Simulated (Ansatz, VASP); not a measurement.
**Two plane-wave programs on LiF**

Contents of INCAR:

```
PREC = Accurate
ENCUT = 520
EDIFF = 1E-7
ISMEAR = 0
SIGMA = 0.05
LREAL = False
LASPH = True
NELM = 60
ALGO = Normal
ISIF = 2
LWAVE = False
LCHARG = False
GGA = RP
IVDW = 13
NBANDS = 12
```

The input KPOINTS:

```
Automatic mesh
0
Gamma
  10 10 10
```

Contents of POSCAR:

```
LiF
1.0
    0.0000000000      2.0612277783      2.0612277783
    2.0612277783      0.0000000000      2.0612277783
    2.0612277783      2.0612277783      0.0000000000
Li F
1 1
Direct
    0.0000000000      0.0000000000      0.0000000000
    0.5000000000      0.5000000000      0.5000000000
```

Input for Ansatz:

```yaml
crystal:
  lattice:
    - [0.0, 2.0612277783, 2.0612277783]
    - [2.0612277783, 0.0, 2.0612277783]
    - [2.0612277783, 2.0612277783, 0.0]
  atoms:
    - { symbol: Li, position: [0.0, 0.0, 0.0] }
    - { symbol: F, position: [0.5, 0.5, 0.5] }
basis:
  ecutwfc: 420
  ecutrho_ratio: 4
kpoints:
  mp_grid: { grid: [10, 10, 10] }
hamiltonian:
  xc: rpbe
  dispersion: d4
scf:
  occupations: { method: gaussian, width: 0.05 }
output:
  forces: true
  stress: true
  eigenvalues: true
```

Alike in both runs: task single point; functional RPBE; dispersion D4; k mesh 10 × 10 × 10; occupations gaussian, width 0.05 eV; no spin polarisation.

|  | VASP | Ansatz |
| --- | --- | --- |
| version | VASP 6.6.1 | Ansatz 0.2.0 |
| potentials or method | VASP PAW PBE potentials, release 64 (Li_sv, F) | scalar-relativistic, plane waves, PAW |
| plane-wave cutoff (eV) | 520 | 420 |
| valence electrons in the cell | 10 | 10 |

|  | VASP | Ansatz | Ansatz less VASP |
| --- | --- | --- | --- |
| gap on the k mesh at the Fermi level (eV) | 8.76 | 8.76 | -0.008 |
| least direct gap on the mesh (eV) | 8.76 | 8.76 | -0.008 |
| dispersion energy (meV/atom) | -130.8 | -130.8 | -0.03 |

 A k mesh can miss the band edges. A hybrid or GW would open this gap; RPBE tends to underestimate it.
